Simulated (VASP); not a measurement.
# Si4W (P6/mmm) in VASP: a series of runs, part 2 of 2

VASP 6.6.1.

## Step 4: Electron localisation function, RPBE+D4+U

INCAR

```
ALGO     = Normal         # electronic algorithm
EDIFF    = 1E-7           # SCF threshold, eV
ENCUT    = 520            # plane-wave cutoff, eV
GGA      = RP             # functional
ISIF     = 2              # what is computed and relaxed
ISMEAR   = 0              # smearing method
IVDW     = 13             # dispersion correction
LASPH    = T              # aspherical terms in the spheres
LCHARG   = T              # write CHGCAR
LDAU     = T              # DFT+U
LDAUJ    = 0 0          
LDAUL    = -1 2           # shell
LDAUPRINT= 1            
LDAUTYPE = 2            
LDAUU    = 0 8            # U, eV
LELF     = T              # ELF
LMAXMIX  = 4              # l up to which the mixer works
LREAL    = F              # projectors in reciprocal space
LWAVE    = F              # write WAVECAR
NELM     = 100            # most SCF steps
PREC     = Accurate       # precision mode
SIGMA    = 0.1            # smearing width, eV
```

KPOINTS

```
k-points
0
Gamma
  7 7 6
```

POSCAR

```
Si4W
1.0
    4.4539752800      0.0000000000      0.0000000000
   -2.2269876400      3.8572557400      0.0000000000
    0.0000000000      0.0000000000      4.5313977100
Si W
4 1
Direct
    0.3333333300      0.6666666700      0.8179659200
    0.3333333300      0.6666666700      0.1820340800
    0.6666666700      0.3333333300      0.1820340800
    0.6666666700      0.3333333300      0.8179659200
    0.0000000000      0.0000000000      0.0000000000
```

Potentials or basis: VASP PAW PBE potentials, release 64 (Si, W_sv).

The run is started by

```
cat potpaw_PBE.64/Si/POTCAR potpaw_PBE.64/W_sv/POTCAR > POTCAR
mpirun -np 1 vasp_std > vasp.out
```

OUTCAR:

```text
EDIFF = 1E-7
   ENCUT = 520
   GGA = RP
   ISIF = 2
   ISMEAR = 0
   IVDW = 13
   LASPH = T
   LREAL = F
   NELM = 100
   PREC = Accurate

 ion  position               nearest neighbor table
   1  0.333  0.667  0.818-   2 1.65   4 2.57   4 2.57   4 2.57   5 2.70   5 2.70   5 2.70   2 2.88
                             3 3.06   3 3.06   3 3.06
   2  0.333  0.667  0.182-   1 1.65   3 2.57   3 2.57   3 2.57   5 2.70   5 2.70   5 2.70   1 2.88
                             4 3.06   4 3.06   4 3.06
   3  0.667  0.333  0.182-   4 1.65   2 2.57   2 2.57   2 2.57   5 2.70   5 2.70   5 2.70   4 2.88
                             1 3.06   1 3.06   1 3.06
   4  0.667  0.333  0.818-   3 1.65   1 2.57   1 2.57   1 2.57   5 2.70   5 2.70   5 2.70   3 2.88
                             2 3.06   2 3.06   2 3.06
   5  0.000  0.000  0.000-   1 2.70   2 2.70   3 2.70   4 2.70   1 2.70   2 2.70   3 2.70   4 2.70
                             3 2.70   4 2.70   1 2.70   2 2.70

  LATTYP: Found a hexagonal cell.
 ALAT       =     4.4539752800
 C/A-ratio  =     1.0173827705

  Lattice vectors:

 A1 = (   4.4539752800,   0.0000000000,   0.0000000000)
 A2 = (  -2.2269876400,   3.8572557400,   0.0000000000)
 A3 = (   0.0000000000,   0.0000000000,   4.5313977100)

Analysis of symmetry for initial positions (statically):
=====================================================================
 Subroutine PRICEL returns:
 Original cell was already a primitive cell.

 Routine SETGRP: Setting up the symmetry group for a
 hexagonal supercell.

 Subroutine GETGRP returns: Found 24 space group operations
 (whereof 24 operations were pure point group operations)
 out of a pool of 24 trial point group operations.

The static configuration has the point symmetry D_6h.

Analysis of symmetry for dynamics (positions and initial velocities):
=====================================================================
 Subroutine PRICEL returns:
 Original cell was already a primitive cell.

 Routine SETGRP: Setting up the symmetry group for a
 hexagonal supercell.

 Subroutine GETGRP returns: Found 24 space group operations
 (whereof 24 operations were pure point group operations)
 out of a pool of 24 trial point group operations.

The dynamic configuration has the point symmetry D_6h.

 Subroutine INISYM returns: Found 24 space group operations
 (whereof 24 operations are pure point group operations),
 and found     1 'primitive' translations

----------------------------------------------------------------------------------------

                                     Primitive cell

  volume of cell :      77.8500

  direct lattice vectors                    reciprocal lattice vectors
     4.453975280  0.000000000  0.000000000     0.224518534  0.129625836  0.000000000
    -2.226987640  3.857255740  0.000000000     0.000000000  0.259251672  0.000000000
     0.000000000  0.000000000  4.531397710     0.000000000  0.000000000  0.220682461

  length of vectors
     4.453975280  4.453975280  4.531397710     0.259251672  0.259251672  0.220682461

  position of ions in fractional coordinates (direct lattice)
     0.333333330  0.666666670  0.817965920
[... 121 lines left out ...]
  energy-cutoff  :      520.00
  volume of cell :       77.85
 maximum number of plane-waves:      2114
 NGX is ok and might be reduce to    36
   NGX = 17   NGY = 17   NGZ = 17

 number of electron      30.0000000 magnetization

 Free energy of the ion-electron system (eV)
  ---------------------------------------------------
  ext. energy  EPLUGINS =         0.00000000
  ---------------------------------------------------
  free energy    TOTEN  =       -16.77168081 eV

  energy without entropy =      -16.76278267  energy(sigma->0) =      -16.76723174

atom =   5  type =  2  l = 2

 onsite density matrix

spin component  1

  0.3291 -0.0000  0.0000 -0.0000  0.0000
 -0.0000  0.3522 -0.0000 -0.0000  0.0000
  0.0000 -0.0000  0.2270  0.0000 -0.0000
 -0.0000 -0.0000  0.0000  0.3522  0.0000
  0.0000  0.0000 -0.0000  0.0000  0.3291

spin component  2

  0.3291 -0.0000  0.0000 -0.0000  0.0000
 -0.0000  0.3522 -0.0000 -0.0000  0.0000
  0.0000 -0.0000  0.2270  0.0000 -0.0000
 -0.0000 -0.0000  0.0000  0.3522  0.0000
  0.0000  0.0000 -0.0000  0.0000  0.3291

 occupancies and eigenvectors

  o =  0.2270  v =  0.0000 -0.0000  1.0000  0.0000  0.0000  0.0000  0.0000  0.0000  0.0000  0.0000      0.0000  0.0000  0.0000  0.0000  0.0000  0.0000  0.0000  0.0000  0.0000  0.0000
  o =  0.2270  v =  0.0000  0.0000  0.0000  0.0000  0.0000  0.0000 -0.0000  1.0000  0.0000  0.0000      0.0000  0.0000  0.0000  0.0000  0.0000  0.0000  0.0000  0.0000  0.0000  0.0000
  o =  0.3291  v =  1.0000  0.0000  0.0000  0.0000  0.0000  0.0000  0.0000  0.0000  0.0000  0.0000      0.0000  0.0000  0.0000  0.0000  0.0000  0.0000  0.0000  0.0000  0.0000  0.0000
  o =  0.3291  v =  0.0000  0.0000  0.0000  0.0000  0.0000  1.0000  0.0000  0.0000  0.0000  0.0000      0.0000  0.0000  0.0000  0.0000  0.0000  0.0000  0.0000  0.0000  0.0000  0.0000
  o =  0.3291  v =  0.0000  0.0000  0.0000  0.0000  0.0000  0.0000 -0.0000 -0.0000 -0.0000  1.0000      0.0000  0.0000  0.0000  0.0000  0.0000  0.0000  0.0000  0.0000  0.0000  0.0000
  o =  0.3291  v =  0.0000 -0.0000 -0.0000 -0.0000  1.0000  0.0000  0.0000  0.0000  0.0000  0.0000      0.0000  0.0000  0.0000  0.0000  0.0000  0.0000  0.0000  0.0000  0.0000  0.0000
  o =  0.3522  v =  0.0000  0.0000  0.0000  0.0000  0.0000  0.0000  1.0000  0.0000  0.0000  0.0000      0.0000  0.0000  0.0000  0.0000  0.0000  0.0000  0.0000  0.0000  0.0000  0.0000
  o =  0.3522  v =  0.0000  1.0000  0.0000  0.0000  0.0000  0.0000  0.0000  0.0000  0.0000  0.0000      0.0000  0.0000  0.0000  0.0000  0.0000  0.0000  0.0000  0.0000  0.0000  0.0000
  o =  0.3522  v =  0.0000 -0.0000 -0.0000  1.0000  0.0000  0.0000  0.0000  0.0000  0.0000  0.0000      0.0000  0.0000  0.0000  0.0000  0.0000  0.0000  0.0000  0.0000  0.0000  0.0000
  o =  0.3522  v =  0.0000  0.0000  0.0000  0.0000  0.0000  0.0000 -0.0000 -0.0000  1.0000  0.0000      0.0000  0.0000  0.0000  0.0000  0.0000  0.0000  0.0000  0.0000  0.0000  0.0000

 number of electron      30.0000000 magnetization

 Free energy of the ion-electron system (eV)
  ---------------------------------------------------
  ext. energy  EPLUGINS =         0.00000000
  ---------------------------------------------------
  free energy    TOTEN  =        -9.96806168 eV

  energy without entropy =       -9.95812370  energy(sigma->0) =       -9.96309269

 E-fermi :   9.3243     XC(G=0): -11.0877

 val. band max:        9.3009002931   @ k =   0.4286   0.0000   0.3333
 cond. band min:       9.3845803979   @ k =   0.4286   0.1429   0.3333
 fundamental gap:      0.0836801047
 Fermi energy:         9.3243192676

 k-point     1 :       0.0000    0.0000    0.0000
  band No.  band energies     occupation
      1     -66.3626      2.00000
      2     -30.5129      2.00000
      3     -30.4918      2.00000
      4     -30.4918      2.00000
      5      -5.4924      2.00000
      6       1.5778      2.00000
[... 505 lines left out ...]
      6      -2.3583      2.00000
[... 11 lines left out ...]
     18      10.9259      0.00000
     19      11.7541      0.00000

 [... further k-points ...]

------------------------ aborting loop because EDIFF is reached ----------------------------------------

  DFT-D4 for vdW energy calculation

  Edisp (eV):   -4.43290

  FORCE on cell =-STRESS in cart. coord.  units (eV):
  Direction    XX          YY          ZZ          XY          YZ          ZX
  --------------------------------------------------------------------------------------
  -------------------------------------------------------------------------------------
  Total      -1.61013    -1.61013    78.35132     0.00000    -0.00000     0.00000
  in kB     -33.13699   -33.13699  1612.49539     0.00000    -0.00000     0.00000
  external pressure =      515.41 kB  Pullay stress =        0.00 kB

 VOLUME and BASIS-vectors are now :
 -----------------------------------------------------------------------------
  energy-cutoff  :      520.00
  volume of cell :       77.85
      direct lattice vectors                 reciprocal lattice vectors
     4.453975280  0.000000000  0.000000000     0.224518534  0.129625836  0.000000000
    -2.226987640  3.857255740  0.000000000     0.000000000  0.259251672  0.000000000
     0.000000000  0.000000000  4.531397710     0.000000000  0.000000000  0.220682461

 POSITION                                       TOTAL-FORCE (eV/Angst)
 -----------------------------------------------------------------------------------
     -0.00000      2.57150      3.70653         0.000000      0.000000    -27.242651
     -0.00000      2.57150      0.82487        -0.000000      0.000000     27.242651
      2.22699      1.28575      0.82487         0.000000     -0.000000     27.242651
      2.22699      1.28575      3.70653        -0.000000     -0.000000    -27.242651
      0.00000      0.00000      0.00000        -0.000000      0.000000      0.000000
 -----------------------------------------------------------------------------------
    total drift:                               -0.000000      0.000000      0.000000

  FREE ENERGIE OF THE ION-ELECTRON SYSTEM (eV)
  ---------------------------------------------------
  free  energy   TOTEN  =       -14.4009653141 eV

  energy  without entropy=      -14.3910273282  energy(sigma->0) =      -14.39599632
```

Wall time 58 s (1 thread of Intel Xeon Platinum 8375C at 2.90GHz (Ice Lake), shared host); peak memory 0.22 GiB.

Results:

```
Free energy                : -14.4010 eV
Pressure                   : 51.5 GPa
Largest force              : 27.243 eV/Å
Band gap on the k mesh     : none (metal or under the smearing width)
Dispersion energy per atom : -0.887 eV
```

Forces in eV/Å, atoms in the order of the input:
```
Si    0.000   0.000 -27.243
Si    0.000   0.000  27.243
Si    0.000   0.000  27.243
Si    0.000   0.000 -27.243
W     0.000   0.000   0.000
```

Eigenvalues of the final occupation matrices:
| site | spin | trace | eigenvalues |
| --- | --- | --- | --- |
| site 5 d | 1 | 1.59 | 0.23 0.33 0.33 0.35 0.35 |
| site 5 d | 2 | 1.59 | 0.23 0.33 0.33 0.35 0.35 |

Caveat: a pressure of tens of GPa on the cell as given is suspect, and the run, the potentials or the cell itself is likely at fault; the PAW data sets were made with another functional, which shifts forces and pressure a little; U without spin polarisation on a metal has little footing; pairwise dispersion overbinds metals, which lowers pressure and volume; the U is typed as a test and isn't derived for this compound. Spin-orbit coupling is left out, which matters for the levels of W.

## Step 5: The reference run

An earlier run on the cell as given: functional PBE; potentials or basis VASP PAW PBE potentials, release 64 (Si, W_sv); cutoff 520 eV; k mesh 7 × 7 × 6; occupations fermi-dirac, width 0.05 eV; no spin polarisation.

- Pressure: 54.6 GPa
- Largest force: 26.676 eV/Å
- Band gap on the k mesh: none (metal or under the smearing width)

## Step 6: Overview

| task | level | spin | U | cell | k mesh | smearing | gap on the mesh (eV) | pressure (GPa) | largest force (eV/Å) |
| --- | --- | --- | --- | --- | --- | --- | --- | --- | --- |
| single point | PBE+TS | SOC, no magnetisation | - | as given | 5 × 5 × 5 | gaussian 0.05 eV | - | 47.7 | 26.46 |
| single point | RPBE | collinear, random start | - | atoms moved at random, drawn with an rms of 0.15 Å | 7 × 7 × 6 | fermi-dirac 0.1 eV | none | 51.6 | 25.38 |
| electron localisation function | RPBE+D4+U | off | W d U = 8 eV | as given | 7 × 7 × 6 | gaussian 0.1 eV | none | 51.5 | 27.24 |
| single point | PBE | off | - | as given | 7 × 7 × 6 | fermi-dirac 0.05 eV | none | 54.6 | 26.68 |

Alike in all rows: potentials or basis VASP PAW PBE potentials, release 64 (Si, W_sv); cutoff (eV) 520.

The pressure there spans 47.7 GPa (PBE+TS) to 54.6 GPa (PBE); a positive pressure means that this level wants a larger cell, a negative one a smaller.

Caveats: a pressure of tens of GPa on the cell as given is suspect, and the run, the potentials or the cell itself is likely at fault (some runs); forces of over 1 eV/Å show positions far from the minimum, so gaps and moduli don't describe the material at rest (some runs); the PAW data sets were made with another functional, which shifts forces and pressure a little (some runs); U without spin polarisation on a metal has little footing (some runs); pairwise dispersion overbinds metals, which lowers pressure and volume (some runs); the U is typed as a test and isn't derived for this compound (some runs).

Total energies depend on the potentials used, so only differences within one code and one set of settings carry meaning.
